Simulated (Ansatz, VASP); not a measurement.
KMgF3 in VASP and in Ansatz

The input POSCAR:

```
KMgF3
1.0
    3.8533720875      0.0000000000      0.0000000000
    0.0000000000      3.8533720875      0.0000000000
    0.0000000000      0.0000000000      3.8533720875
K Mg F
1 1 3
Direct
    0.5000000000      0.5000000000      0.5000000000
    0.0000000000      0.0000000000      0.0000000000
    0.5000000000      0.0000000000      0.0000000000
    0.0000000000      0.5000000000      0.0000000000
    0.0000000000      0.0000000000      0.5000000000
```

File INCAR.step1:

```
ALGO = Normal
EDIFF = 1E-4
ENCUT = 520
GGA = PE
ISMEAR = 0
LASPH = True
LCHARG = False
LREAL = False
LWAVE = True
NBANDS = 24
NELM = 100
PREC = Accurate
SIGMA = 0.01
```

File INCAR.step2:

```
ALGO = Normal
EDIFF = 1E-6
ENCUT = 520
ISIF = 2
ISMEAR = 0
ISTART = 1
LASPH = True
LCHARG = True
LELF = True
LMIXTAU = True
LREAL = False
LVHAR = True
LWAVE = False
METAGGA = R2SCAN
NBANDS = 24
NELM = 100
PREC = Accurate
SIGMA = 0.01
```

Contents of KPOINTS:

```
k-points
0
Gamma
  6 6 6
```

Input for Ansatz:

```yaml
crystal:
  lattice:
    - [3.8533720875, 0.0, 0.0]
    - [0.0, 3.8533720875, 0.0]
    - [0.0, 0.0, 3.8533720875]
  atoms:
    - { symbol: K, position: [0.5, 0.5, 0.5] }
    - { symbol: Mg, position: [0.0, 0.0, 0.0] }
    - { symbol: F, position: [0.5, 0.0, 0.0] }
    - { symbol: F, position: [0.0, 0.5, 0.0] }
    - { symbol: F, position: [0.0, 0.0, 0.5] }
scf:
  occupations: { method: fixed }
output:
  forces: true
  stress: true
  eigenvalues: true
hamiltonian:
  xc: r2scan
basis:
  ecutwfc: 560
kpoints:
  mp_grid: { grid: [6, 6, 6] }
```

Alike in both runs: task single point; functional r2SCAN; k mesh 6 × 6 × 6; no spin polarisation.

```csv
,VASP,Ansatz
version,VASP 6.6.1,Ansatz 0.2.0
potentials or method,"VASP PAW PBE potentials, release 64 (K_sv, Mg, F)","scalar-relativistic, plane waves, PAW"
plane-wave cutoff (eV),520,560
occupations,"gaussian, width 0.01 eV",fixed
valence electrons in the cell,32,40
```

```tsv
	VASP	Ansatz	Ansatz less VASP
gap on the k mesh at the Fermi level (eV)	9.10	9.12	+0.017
least direct gap on the mesh (eV)	9.42	9.43	+0.008
pressure (GPa)	8.9	9.5	+0.58
```

The two sets of potentials don't hold the same shells in valence.

Caveats: the PAW data sets were made with another functional, which shifts forces and pressure a little (VASP). A k mesh can miss the band edges. r2SCAN opens gaps a little over a GGA but as a rule still falls short of measured ones.
